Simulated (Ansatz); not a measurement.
# Tantalum, omega (AlB2-type) under PBE: structure, energy and stiffness, part 2 of 2

The plan for tantalum in the omega (AlB2-type) structure: relax it, solve it on a dense k-mesh, then scale the cell to 7 volumes from 88 to 112 % of the relaxed one and try a fit of the equation of state. Spin polarisation is left out. The k-meshes are 8×8×11 for the relaxation; 10×10×15 for the dense run; 9×9×13 for the volumes.

Ansatz 0.2.0; DFT, PBE, plane waves (420 eV) with PAW, scalar-relativistic. Earlier steps stand in the parts before.

## 5. At 92 % of the relaxed volume

The input, input.yaml:

```yaml
crystal:
  lattice:
    - [4.7305049999, 0.0, 0.0]
    - [-2.3652524999, 4.0967375026, 0.0]
    - [0.0, 0.0, 2.6559535751]
  atoms:
    - { symbol: Ta, position: [1.0, 1.0, 0.0] }
    - { symbol: Ta, position: [0.3333333333, 0.6666666667, 0.5] }
    - { symbol: Ta, position: [0.6666666667, 0.3333333333, 0.5] }
hamiltonian:
  xc: pbe
  pseudopotentials:
    kind: paw
    azcp:
      Ta: "pseudopotentials/Ta.paw.azcp"
basis:
  ecutwfc: 420
  fft_grid_basis: typed
kpoints:
  mp_grid: { grid: [9, 9, 13], shift: [0, 0, 0] }
magnetization:
  spin_polarized: false
scf:
  occupations: { method: fermi_dirac, width: 0.1 }
  lower_state_search: "off"
output:
  stress: true
```

The run is started by

```sh
> ansatz run input.yaml --threads 1 --pin off --max-ram 3584MiB --backend cpu --events-out ev --progress --plain --runs-dir out
```

Log, shortened:

```text
[...]
Pseudopotentials: kind: paw
Pseudopotential: Ta, paw, valence charge 13, recommended cutoff 420 eV (normal), <dir>
Functional definition: PBE
[...]
Crystal: 3 atoms, lattice volume = 51.471 Å³
Basis set: ecut = 420 eV, 1011 PW (Γ)
Bands: 24, of which v1, the nominal top of the filled ones, is band 20 counted from 1 (19 counted from 0)
Symmetry: 24 space group operations
Space group: P6/mmm (ITA 191), of the structure as read, at distance tolerance 3.7e-5 Å
k-points: 84 of 1053
[...]
SCF iter   1: F=—  HF=-29795.916978 eV  |F-HF|=—  |Δ(HF+E_count)|=         —  Δρ=1.26e-2  dr2=1.09e-1  ethr=1.77e-3  ⟨swp⟩=5.0  Hψ=8367  notcnv=0
[...]
SCF iter   6: F=-29795.896573 eV  HF=-29795.896573 eV  |F-HF|=2.75e-9  |Δ(HF+E_count)|=   1.18e-7  Δρ=6.94e-6  dr2=7.33e-9  ethr=2.56e-10  ⟨swp⟩=4.9  Hψ=7349  notcnv=0
[...]
SCF converged after 6 iterations
Free energy (F): -29795.896573 eV
[...]
E sigma→0 (E₀):  -29795.849235 eV
Entropy (-TS):   -0.094677 eV (-31.559 meV/atom)
Fermi energy:    19.994543 eV
[...]
--- Stress (GPa, compression-positive) ---
       17.470897      -0.000000       0.000000
       -0.000000      17.470897       0.000000
        0.000000       0.000000      19.012876
  P = ⅓ Tr σ = 17.9849 GPa (179.849 kbar)
```

Run time: 8.7 s. Hardware: 1 thread of Intel Xeon Platinum 8259CL at 2.50GHz (Skylake/Cascade Lake), shared host; peak memory 0.53 GiB.

## 6. At 96 % of the relaxed volume

Changes to input.yaml since step 5:

```diff
@@ -2,5 +2,5 @@
   lattice:
-    - [4.7305049999, 0.0, 0.0]
-    - [-2.3652524999, 4.0967375026, 0.0]
-    - [0.0, 0.0, 2.6559535751]
+    - [4.7980927742, 0.0, 0.0]
+    - [-2.3990463871, 4.1552702322, 0.0]
+    - [0.0, 0.0, 2.6939008959]
   atoms:
```

The run is started by

```sh
> ansatz run input.yaml --threads 1 --pin off --max-ram 3584MiB --backend cpu --events-out ev --progress --plain --runs-dir out
```

Log, shortened:

```text
[...]
[... 3 set-up lines as earlier in the session ...]
[...]
Crystal: 3 atoms, lattice volume = 53.709 Å³
Basis set: ecut = 420 eV, 1029 PW (Γ)
Bands: 24, of which v1, the nominal top of the filled ones, is band 20 counted from 1 (19 counted from 0)
[... 2 set-up lines as earlier in the session ...]
k-points: 84 of 1053
[...]
SCF iter   1: F=—  HF=-29796.093099 eV  |F-HF|=—  |Δ(HF+E_count)|=         —  Δρ=1.12e-2  dr2=1.01e-1  ethr=1.77e-3  ⟨swp⟩=4.9  Hψ=8344  notcnv=0
[...]
SCF iter   6: F=-29796.076793 eV  HF=-29796.076793 eV  |F-HF|=2.87e-9  |Δ(HF+E_count)|=   1.09e-7  Δρ=6.86e-6  dr2=8.41e-9  ethr=2.56e-10  ⟨swp⟩=5.0  Hψ=7442  notcnv=0
[...]
SCF converged after 6 iterations
Free energy (F): -29796.076793 eV
[...]
E sigma→0 (E₀):  -29796.026753 eV
Entropy (-TS):   -0.100079 eV (-33.360 meV/atom)
Fermi energy:    19.068354 eV
[...]
--- Stress (GPa, compression-positive) ---
        7.935603      -0.000000       0.000000
       -0.000000       7.935603       0.000000
        0.000000       0.000000       8.521933
  P = ⅓ Tr σ = 8.1310 GPa (81.310 kbar)
```

Wall time 7.8 s (1 thread of Intel Xeon Platinum 8259CL at 2.50GHz (Skylake/Cascade Lake), shared host); peak memory 0.54 GiB.

## 7. At 100 % of the relaxed volume

Changes to input.yaml since step 6:

```diff
@@ -2,5 +2,5 @@
   lattice:
-    - [4.7980927742, 0.0, 0.0]
-    - [-2.3990463871, 4.1552702322, 0.0]
-    - [0.0, 0.0, 2.6939008959]
+    - [4.863828241, 0.0, 0.0]
+    - [-2.4319141205, 4.2121988164, 0.0]
+    - [0.0, 0.0, 2.7308082342]
   atoms:
```

The run is started by

```sh
> ansatz run input.yaml --threads 1 --pin off --max-ram 3584MiB --backend cpu --events-out ev --progress --plain --runs-dir out
```

Log, shortened:

```text
[...]
[... 3 set-up lines as earlier in the session ...]
[...]
Crystal: 3 atoms, lattice volume = 55.947 Å³
Basis set: ecut = 420 eV, 1107 PW (Γ)
Bands: 24, of which v1, the nominal top of the filled ones, is band 20 counted from 1 (19 counted from 0)
[... 2 set-up lines as earlier in the session ...]
k-points: 84 of 1053
[...]
SCF iter   1: F=—  HF=-29796.144867 eV  |F-HF|=—  |Δ(HF+E_count)|=         —  Δρ=1.00e-2  dr2=9.24e-2  ethr=1.77e-3  ⟨swp⟩=4.8  Hψ=8341  notcnv=0
[...]
SCF iter   6: F=-29796.131714 eV  HF=-29796.131714 eV  |F-HF|=8.19e-10  |Δ(HF+E_count)|=   1.14e-7  Δρ=6.92e-6  dr2=1.07e-8  ethr=2.56e-10  ⟨swp⟩=4.9  Hψ=7340  notcnv=0
[...]
SCF converged after 6 iterations
Free energy (F): -29796.131714 eV
[...]
E sigma→0 (E₀):  -29796.079473 eV
Entropy (-TS):   -0.104483 eV (-34.828 meV/atom)
Fermi energy:    18.213219 eV
[...]
--- Stress (GPa, compression-positive) ---
        0.061117       0.000000       0.000000
        0.000000       0.061117       0.000000
        0.000000       0.000000      -0.155023
  P = ⅓ Tr σ = -0.0109 GPa (-0.109 kbar)
```

Run time: 8.7 s. Hardware: 1 thread of Intel Xeon Platinum 8259CL at 2.50GHz (Skylake/Cascade Lake), shared host; peak memory 0.54 GiB.

## 8. At 104 % of the relaxed volume

Changes to input.yaml since step 7:

```diff
@@ -2,5 +2,5 @@
   lattice:
-    - [4.863828241, 0.0, 0.0]
-    - [-2.4319141205, 4.2121988164, 0.0]
-    - [0.0, 0.0, 2.7308082342]
+    - [4.927833321, 0.0, 0.0]
+    - [-2.4639166605, 4.2676288416, 0.0]
+    - [0.0, 0.0, 2.7667440425]
   atoms:
```

The run is started by

```sh
> ansatz run input.yaml --threads 1 --pin off --max-ram 3584MiB --backend cpu --events-out ev --progress --plain --runs-dir out
```

Log, shortened:

```text
[...]
[... 3 set-up lines as earlier in the session ...]
[...]
Crystal: 3 atoms, lattice volume = 58.185 Å³
Basis set: ecut = 420 eV, 1131 PW (Γ)
Bands: 24, of which v1, the nominal top of the filled ones, is band 20 counted from 1 (19 counted from 0)
[... 1 set-up line as earlier in the session ...]
Space group: P6/mmm (ITA 191), of the structure as read, at distance tolerance 3.9e-5 Å
k-points: 84 of 1053
[...]
SCF iter   1: F=—  HF=-29796.093768 eV  |F-HF|=—  |Δ(HF+E_count)|=         —  Δρ=9.05e-3  dr2=8.51e-2  ethr=1.77e-3  ⟨swp⟩=4.7  Hψ=8351  notcnv=0
[...]
SCF iter   6: F=-29796.083038 eV  HF=-29796.083038 eV  |F-HF|=3.18e-8  |Δ(HF+E_count)|=   8.41e-7  Δρ=9.59e-6  dr2=6.12e-8  ethr=2.56e-10  ⟨swp⟩=3.7  Hψ=8388  notcnv=0
[...]
SCF converged after 6 iterations
Free energy (F): -29796.083038 eV
[...]
E sigma→0 (E₀):  -29796.028877 eV
Entropy (-TS):   -0.108322 eV (-36.107 meV/atom)
Fermi energy:    17.420567 eV
[...]
--- Stress (GPa, compression-positive) ---
       -6.448418       0.000000       0.000000
        0.000000      -6.448418       0.000000
        0.000000       0.000000      -7.341930
  P = ⅓ Tr σ = -6.7463 GPa (-67.463 kbar)
```

Wall time 10 s (1 thread of Intel Xeon Platinum 8259CL at 2.50GHz (Skylake/Cascade Lake), shared host); peak memory 0.55 GiB.

## 9. At 108 % of the relaxed volume

Changes to input.yaml since step 8:

```diff
@@ -2,5 +2,5 @@
   lattice:
-    - [4.927833321, 0.0, 0.0]
-    - [-2.4639166605, 4.2676288416, 0.0]
-    - [0.0, 0.0, 2.7667440425]
+    - [4.9902175806, 0.0, 0.0]
+    - [-2.4951087903, 4.3216551952, 0.0]
+    - [0.0, 0.0, 2.8017698372]
   atoms:
@@ -27 +27,5 @@
   stress: true
+  write_density: true
+  write_potential: true
+  elf: true
+  volumetric_format: npy
```

The run is started by

```sh
> ansatz run input.yaml --threads 1 --pin off --max-ram 3584MiB --backend cpu --events-out ev --progress --plain --runs-dir out
```

Log, shortened:

```text
[...]
[... 3 set-up lines as earlier in the session ...]
[...]
Crystal: 3 atoms, lattice volume = 60.423 Å³
Basis set: ecut = 420 eV, 1203 PW (Γ)
Bands: 24, of which v1, the nominal top of the filled ones, is band 20 counted from 1 (19 counted from 0)
[... 2 set-up lines as earlier in the session ...]
k-points: 84 of 1053
[...]
SCF iter   1: F=—  HF=-29795.957733 eV  |F-HF|=—  |Δ(HF+E_count)|=         —  Δρ=8.31e-3  dr2=7.98e-2  ethr=1.77e-3  ⟨swp⟩=4.5  Hψ=8355  notcnv=0
[...]
SCF iter   7: F=-29795.948680 eV  HF=-29795.948680 eV  |F-HF|=2.18e-10  |Δ(HF+E_count)|=   9.24e-9  Δρ=1.26e-6  dr2=8.85e-10  ethr=2.56e-10  ⟨swp⟩=7.5  Hψ=11235  notcnv=0
[...]
SCF converged after 7 iterations
Free energy (F): -29795.948680 eV
[...]
E sigma→0 (E₀):  -29795.892733 eV
Entropy (-TS):   -0.111894 eV (-37.298 meV/atom)
Fermi energy:    16.683250 eV
[...]
--- Stress (GPa, compression-positive) ---
      -11.826813       0.000000       0.000000
       -0.000000     -11.826813       0.000000
        0.000000       0.000000     -13.290553
  P = ⅓ Tr σ = -12.3147 GPa (-123.147 kbar)
--- Band table (eV; the first three rows and the last of 84) ---
  k-point 0: bands = ["-51.0112", "-50.9494", "-50.8913", "-17.7098", "-17.7098", "-17.6017", "-17.6017", "-17.1131", "-17.1131", "-17.0087", "-16.8757", "-16.8661", "8.9450", "13.3735", "14.6729", "15.2871", "15.2871", "15.3101", "15.3101", "16.0751", "17.6379", "17.6379", "19.7102", "19.7102"]
[...]
```

Run time: 17 s. Hardware: 1 thread of Intel Xeon Platinum 8259CL at 2.50GHz (Skylake/Cascade Lake), shared host; peak memory 0.55 GiB.

## 10. At 112 % of the relaxed volume

Changes to input.yaml since step 9:

```diff
@@ -2,5 +2,5 @@
   lattice:
-    - [4.9902175806, 0.0, 0.0]
-    - [-2.4951087903, 4.3216551952, 0.0]
-    - [0.0, 0.0, 2.8017698372]
+    - [5.0510798908, 0.0, 0.0]
+    - [-2.5255399454, 4.374363502, 0.0]
+    - [0.0, 0.0, 2.8359411298]
   atoms:
```

The run is started by

```sh
> ansatz run input.yaml --threads 1 --pin off --max-ram 3584MiB --backend cpu --events-out ev --progress --plain --runs-dir out
```

Log, shortened:

```text
[...]
[... 3 set-up lines as earlier in the session ...]
[...]
Crystal: 3 atoms, lattice volume = 62.661 Å³
Basis set: ecut = 420 eV, 1251 PW (Γ)
Bands: 24, of which v1, the nominal top of the filled ones, is band 20 counted from 1 (19 counted from 0)
[... 1 set-up line as earlier in the session ...]
Space group: P6/mmm (ITA 191), of the structure as read, at distance tolerance 4.0e-5 Å
k-points: 84 of 1053
[...]
SCF iter   1: F=—  HF=-29795.751863 eV  |F-HF|=—  |Δ(HF+E_count)|=         —  Δρ=7.82e-3  dr2=7.76e-2  ethr=1.77e-3  ⟨swp⟩=4.4  Hψ=8306  notcnv=0
[...]
SCF iter   7: F=-29795.743542 eV  HF=-29795.743542 eV  |F-HF|=2.36e-10  |Δ(HF+E_count)|=   9.30e-9  Δρ=1.23e-6  dr2=9.08e-10  ethr=2.56e-10  ⟨swp⟩=7.4  Hψ=11212  notcnv=0
[...]
SCF converged after 7 iterations
Free energy (F): -29795.743542 eV
[...]
E sigma→0 (E₀):  -29795.685927 eV
Entropy (-TS):   -0.115230 eV (-38.410 meV/atom)
Fermi energy:    15.995410 eV
[...]
--- Stress (GPa, compression-positive) ---
      -16.266968       0.000000       0.000000
        0.000000     -16.266968       0.000000
        0.000000       0.000000     -18.202459
  P = ⅓ Tr σ = -16.9121 GPa (-169.121 kbar)
--- Band table (eV; the first three rows and the last of 84) ---
  k-point 0: bands = ["-51.8164", "-51.7409", "-51.6877", "-18.4485", "-18.4485", "-18.3749", "-18.3749", "-17.9264", "-17.9264", "-17.8230", "-17.7085", "-17.6936", "8.4030", "12.8092", "14.0143", "14.6235", "14.6235", "14.6540", "14.6540", "15.4125", "16.9237", "16.9237", "18.9102", "18.9102"]
[...]
```

Wall time 17 s (1 thread of Intel Xeon Platinum 8259CL at 2.50GHz (Skylake/Cascade Lake), shared host); peak memory 0.55 GiB.

## 11. Fitting the volumes

The cell was scaled evenly, with its shape and the fractional positions fixed.

```csv
V (Å³/atom),E − E₀ (meV/atom),P from the stress (GPa),P from the fit (GPa)
16.411,186.2,29.94,29.67
17.157,76.7,17.98,17.76
17.903,17.6,8.13,7.95
18.649,0.0,-0.01,-0.16
19.395,16.8,-6.75,-6.87
20.141,62.2,-12.31,-12.44
20.887,131.2,-16.91,-17.05
```

A third-order Birch-Murnaghan fit gives V₀ = 18.633 Å³/atom, B₀ = 185 GPa and B₀′ = 3.7; it misses no point by more than 0.03 meV/atom.

The fit is made to E(σ → 0), while the stress belongs to the free energy F; that is one source of the offset between the two pressures.

## 12. Summary of results

What follows sums up all 2 parts.

```
                      quantity                                   value
space group (spins left aside)                        P6/mmm (No. 191)
             conventional cell  a = 4.864 Å, c = 2.731 Å (c/a = 0.561)
                        volume                          18.649 Å³/atom
             shortest distance                                 2.731 Å
               gap on the mesh            none (levels filled in part)
               relative to bcc                           +225 meV/atom
 highest ELF outside the cores      0.60, 1.77 Å from the nearest atom
                   V₀, B₀, B₀′            18.633 Å³/atom, 185 GPa, 3.7
```

In words: From the guessed start the volume grew by 3.2 % in 7 steps. It lies 225 meV/atom above the element's reference form at the same level (bcc, from a run of its own), so it is far from stable. No gap shows: it is a metal or semimetal at this level. The fitted modulus is 185 GPa; letting shape and positions relax at each volume could only lower it. Relaxation kept the symmetry; phonons were not checked.
